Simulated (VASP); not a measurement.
**From an Ansatz input to VASP: Mg$_{2}$Ge (strained database structure)**

Ansatz input

```yaml
crystal:
  lattice:
    - [0.0, 3.1191252123, 3.1191252123]
    - [3.1191252123, 0.0, 3.1191252123]
    - [3.1191252123, 3.1191252123, 0.0]
  atoms:
    - { symbol: Mg, position: [0.75, 0.75, 0.75] }
    - { symbol: Mg, position: [0.25, 0.25, 0.25] }
    - { symbol: Ge, position: [0.0, 0.0, 0.0] }
kpoints:
  mp_grid: { grid: [8, 8, 8] }
  band_path:
    path:
      - [0.0, 0.0, 0.0]
      - [0.5, 0.0, 0.5]
      - [0.625, 0.25, 0.625]
      - [0.375, 0.375, 0.75]
      - [0.5, 0.5, 0.5]
      - [0.5, 0.25, 0.75]
      - [0.0, 0.5, 0.5]
    npoints: 1
hamiltonian:
  xc: pbe
scf:
  occupations: { method: fermi_dirac, width: 0.02 }
  n_extra_bands: 4
output:
  forces: true
  stress: true
  eigenvalues: true
```

Problem. Write VASP inputs for this cell and level of theory.

Solution. 

INCAR

```
SIGMA = 0.02
ENCUT = 520
LWAVE = .FALSE.
ISIF = 2
IBRION = -1
EDIFF = 1E-7
GGA = PE
NSW = 0
NBANDS = 16
NELM = 120
LREAL = .FALSE.
PREC = Accurate
ISMEAR = -1
LCHARG = .FALSE.
LASPH = .TRUE.
```

KPOINTS

```
KPOINTS created by Atomic Simulation Environment
0
Gamma
8 8 8
0 0 0
```

KPOINTS_OPT

```
special points
7
Reciprocal
0.0000000000 0.0000000000 0.0000000000 1
0.5000000000 0.0000000000 0.5000000000 1
0.6250000000 0.2500000000 0.6250000000 1
0.3750000000 0.3750000000 0.7500000000 1
0.5000000000 0.5000000000 0.5000000000 1
0.5000000000 0.2500000000 0.7500000000 1
0.0000000000 0.5000000000 0.5000000000 1
```

POSCAR

```
Mg Ge
 1.0000000000000000
     0.0000000000000000    3.1191252123000002    3.1191252123000002
     3.1191252123000002    0.0000000000000000    3.1191252123000002
     3.1191252123000002    3.1191252123000002    0.0000000000000000
 Mg  Ge
   2   1
Cartesian
  4.6786878184500003  4.6786878184500003  4.6786878184500003
  1.5595626061500001  1.5595626061500001  1.5595626061500001
  0.0000000000000000  0.0000000000000000  0.0000000000000000
```

VASP ran with the recommended PBE PAW datasets (18 valence electrons in the cell). Other inputs would serve too.

```json
{"": "gap between bands v and c", "Ansatz": "0.08 eV", "VASP": "0.08 eV"}
{"": "least direct gap", "Ansatz": "1.44 eV", "VASP": "1.44 eV"}
{"": "pressure", "Ansatz": "5.2 GPa", "VASP": "5.0 GPa"}
```

Each program uses its own PAW datasets. VASP's cell holds 18 valence electrons and Ansatz's 34. Ansatz's stress includes a Pulay correction; VASP's doesn't.
